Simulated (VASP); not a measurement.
**InP: relaxation of the atoms with PBEsol**

InP, a slab with vacuum:

```xyz
20
Lattice="5.8610 0.0000 0.0000 0.0000 4.1444 0.0000 0.0000 0.0000 34.6496" Properties=species:S:1:pos:R:3 pbc="T T T"
In    2.9305    2.0722    8.0000
In    0.0000    0.0000   10.0722
In    2.9305    2.0722   12.1444
In    0.0000    0.0000   14.2165
In    2.9305    2.0722   16.2887
In    0.0000    0.0000   18.3609
In    2.9305    2.0722   20.4331
In    0.0000    0.0000   22.5052
In    2.9305    2.0722   24.5774
In    0.0000    0.0000   26.6496
P     4.3957    0.0000    8.0000
P     1.4652    2.0722   10.0722
P     4.3957    0.0000   12.1444
P     1.4652    2.0722   14.2165
P     4.3957    0.0000   16.2887
P     1.4652    2.0722   18.3609
P     4.3957    0.0000   20.4331
P     1.4652    2.0722   22.5052
P     4.3957    0.0000   24.5774
P     1.4652    2.0722   26.6496
```

| Item | Value |
| --- | --- |
| Program | VASP 6.6.1 |
| Task | relaxation of the atoms |
| Functional | PBEsol |
| Potentials or basis | VASP PAW PBE potentials, release 64 (In_d, P) |
| Cutoff | 520 eV |
| k mesh | 4 × 6 × 1 |
| Occupations | gaussian, width 0.05 eV |
| Spin | no spin polarisation |
| Dipole correction | yes |
| Further INCAR settings | ALGO = Normal; EDIFF = 1e-06; IBRION = 2; EDIFFG = -0.015; NSW = 100 |

The energy gained by relaxing is 62.9 meV/atom and the ionic steps are 26. The largest force after relaxing is 0.010 eV/Å and the band gap on the k mesh is 0.89 eV, direct.

Forces in eV/Å, atoms in the order of the input:
```
In   0.005  0.000 -0.001
In   0.000  0.000  0.001
In   0.004  0.000 -0.002
In  -0.007  0.000  0.005
In  -0.001  0.000 -0.005
In  -0.001  0.000  0.005
In  -0.007  0.000 -0.005
In   0.004  0.000  0.002
In   0.000  0.000 -0.001
In   0.005  0.000  0.001
P    0.006  0.000  0.000
P   -0.002  0.000  0.000
P   -0.010  0.000  0.000
P    0.007  0.000 -0.007
P   -0.001  0.000  0.004
P   -0.001  0.000 -0.004
P    0.007  0.000  0.007
P   -0.010  0.000  0.000
P   -0.002  0.000  0.000
P    0.006  0.000  0.000
```

Step by step:
| step | energy change (eV) | largest force (eV/Å) | pressure (GPa) |
| --- | --- | --- | --- |
| 1 | 0.0000 | 1.5440 | 0.03 |
| 2 | -0.3636 | 1.2192 | 0.08 |
| 3 | -0.7294 | 0.8661 | 0.21 |
| 4 | -1.0348 | 0.5945 | 0.06 |
| 5 | -1.1756 | 0.3778 | -0.11 |
| 6 | -1.2133 | 0.1961 | -0.07 |
| 7 | -1.2141 | 0.1705 | -0.08 |
| 8 | -1.2276 | 0.1525 | -0.06 |
| 9 | -1.2333 | 0.1511 | -0.04 |
| 10 | -1.2437 | 0.0754 | -0.05 |
| 11 | -1.2474 | 0.0758 | -0.02 |
| 12 | -1.2515 | 0.0501 | 0.00 |
| 13 | -1.2518 | 0.0554 | 0.00 |
| 14 | -1.2537 | 0.0467 | -0.01 |
| 15 | -1.2542 | 0.0448 | -0.02 |
| 16 | -1.2559 | 0.0310 | -0.04 |
| 17 | -1.2564 | 0.0452 | -0.05 |
| 18 | -1.2574 | 0.0250 | -0.06 |
| 19 | -1.2574 | 0.0267 | -0.06 |
| 20 | -1.2580 | 0.0223 | -0.06 |
| 21 | -1.2581 | 0.0254 | -0.05 |
| 22 | -1.2581 | 0.0349 | -0.05 |
| 23 | -1.2582 | 0.0286 | -0.05 |
| 24 | -1.2584 | 0.0222 | -0.05 |
| 25 | -1.2584 | 0.0225 | -0.05 |
| 26 | -1.2587 | 0.0098 | -0.05 |

Final structure:
```
In P
1.0
     5.86100    0.00000    0.00000
     0.00000    4.14435    0.00000
     0.00000    0.00000   34.64959
In P
10 10
Direct
  0.55960 0.50000 0.24264
  0.98686 0.00000 0.28663
  0.49070 0.50000 0.35091
  0.98943 0.00000 0.40903
  0.49087 0.50000 0.47052
  0.99087 0.00000 0.52948
  0.48943 0.50000 0.59097
  0.99070 0.00000 0.64909
  0.48686 0.50000 0.71337
  0.05960 0.00000 0.75736
  0.76918 0.00000 0.22260
  0.23788 0.50000 0.29054
  0.74367 0.00000 0.34859
  0.24023 0.50000 0.41053
  0.74160 0.00000 0.46946
  0.24160 0.50000 0.53054
  0.74023 0.00000 0.58947
  0.24367 0.50000 0.65141
  0.73788 0.00000 0.70946
  0.26918 0.50000 0.77740
```

Levels at points of the mesh, in eV from the valence-band top:
```tsv
k point	band 88	band 89	band 90	band 91	band 92	band 93
(0.00, 0.00, 0.00)	-0.14	-0.06	0.00	0.89	1.44	1.71
(0.50, 0.00, 0.00)	-0.88	-0.73	-0.73	1.47	1.47	1.75
(0.00, 0.50, 0.00)	-1.36	-0.89	-0.89	1.14	1.14	2.00
(0.50, 0.50, 0.00)	-1.03	-0.75	-0.75	1.39	1.39	2.07
```

Run time: 67 min on 8 MPI ranks on Intel(R) Xeon(R) 6975P-C (Granite Rapids) (shared host), peak memory 1.4 GiB a rank.

Caveat: the PAW data sets were made with another functional, which shifts forces and pressure a little; spin-orbit coupling is left out, which moves the levels of the heavy elements. A hybrid or GW would open this gap; PBEsol tends to underestimate it.
